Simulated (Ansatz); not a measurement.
AgCl (Cmcm), frozen normal mode

The calculation used Ansatz, DFT PBE, scalar-relativistic, plane waves, PAW. The runs took a 420 eV cutoff, a Γ-centred 10×10×4 mesh and Gaussian smearing (0.05 eV). No spin polarisation. Energies are free energies at this smearing, counted from the undisturbed cell; pressure is positive in compression.

The starting cell (relaxed at this level; this form isn't the usual structure):

```
Ag Cl
1.0
    -3.78617    0.00000    0.00000
     0.00000    0.00000    3.89371
     0.00000   11.62244    0.00000
Ag Cl
4 4
Direct
  0.00000 0.75000 0.60605
  0.50000 0.75000 0.10605
  0.00000 0.25000 0.39395
  0.50000 0.25000 0.89395
  0.00000 0.25000 0.13352
  0.50000 0.25000 0.63352
  0.00000 0.75000 0.86648
  0.50000 0.75000 0.36648
```

A zone-centre mode of this cell is frozen in: each atom moves by x times its row below, so x is the largest displacement.
```
atom ux uy uz
 Ag1  0.000  -0.329  0.000
 Ag2  0.000  -0.329  0.000
 Ag3  0.000  -0.329  0.000
 Ag4  0.000  -0.329  0.000
 Cl5  0.000   1.000  0.000
 Cl6  0.000   1.000  0.000
 Cl7  0.000   1.000  0.000
 Cl8  0.000   1.000  0.000
```

```tsv
x (Å)	ΔE (meV/cell)	force along the mode (eV/Å)	pressure (GPa)	gap on the mesh (eV)
-0.4000	97.8	1.35	1.1	0.41
-0.2000	-4.8	0.04	?	?
0.0000	0.0	0.00	0.0	0.42
0.3000	15.1	-0.42	0.5	0.34
```

(1) Give the withheld values.

Answers

(1) pressure (GPa) at x (Å) = -0.2000: 0.2; gap on the mesh (eV) at x (Å) = -0.2000: 0.33.

Cost: 4 runs of about 5.8 core-minutes in all, on Arm Neoverse V2 (shared hosts).